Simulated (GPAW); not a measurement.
Here is a GPAW 26.7.0 calculation.

run.py

```python
from ase.filters import FrechetCellFilter
from ase.io import read, write
from ase.optimize import BFGS
from ase.units import GPa
from gpaw import GPAW, PW

atoms = read('MnS.xyz')
atoms.set_initial_magnetic_moments([4.0, 0.0])

calc = GPAW(mode=PW(600),
            xc='LDA',
            kpts={'size': (7, 7, 7), 'gamma': True},
            occupations={'name': 'fermi-dirac', 'width': 0.05},
            nbands=21,
            convergence={'density': 1e-05, 'forces': 0.0001},
            maxiter=150,
            txt='gpaw.txt')
atoms.calc = calc
opt = BFGS(FrechetCellFilter(atoms, scalar_pressure=2 * GPa), trajectory='relax.traj', logfile='-')
done = opt.run(fmax=0.02, steps=60)
calc.write('gs.gpw')
write('result.traj', atoms)
print('Converged:', done)
print('Cell:', atoms.cell.cellpar().round(4))
print('Volume:', round(atoms.get_volume(), 4))
print(atoms.get_scaled_positions().round(5))
```

File MnS.xyz:

```xyz
2
Lattice="1.8299960138 1.0565486912 2.9709202777 -1.8299960138 1.0565486912 2.9709202777 0.0000000000 -2.1130973823 2.9709202777" Properties=species:S:1:pos:R:3 pbc="T T T"
Mn     0.0000000000      0.0000000000      0.0000000000
S      0.0000000000      0.0000000001      4.4563804166
```

Potentials or basis: the program's PAW data sets (release 1.2.1) made for this functional, pw.

Command:

```console
$ OMP_NUM_THREADS=1 python run.py
```

Q: What does it give for the band gap on the k mesh?

A: None (metal or under the smearing width).

Q: What does it give for the site moments?

A: Mn +3.04; S +0.05 μB.

Q: Estimate the net moment.

A: 3.32 μB per cell.

Q: Estimate the relaxed volume.

A: 13.42 Å³/atom.

Final structure:
```
CELL_PARAMETERS angstrom
1.68184 0.97101 2.73911
-1.68184 0.97101 2.73911
0.00000 -1.94202 2.73911
ATOMIC_POSITIONS crystal
Mn 0.00000 0.00000 0.00000
S 0.50000 0.50000 0.50000
```

Caveat: each step starts from the last one's moments, so a moment once lost doesn't come back; later steps reuse the first step's grids; the volume moved by over 15 % at a fixed basis, so the end points are rough; a cell with one magnetic atom can't hold antiferromagnetic order, which such compounds often take; semilocal functionals often make such compounds metallic where correlation or magnetic order opens a gap, which also shifts bond lengths. With open d or f shells a metallic result of LDA can be an artefact of self-interaction; +U or a hybrid may open a gap.
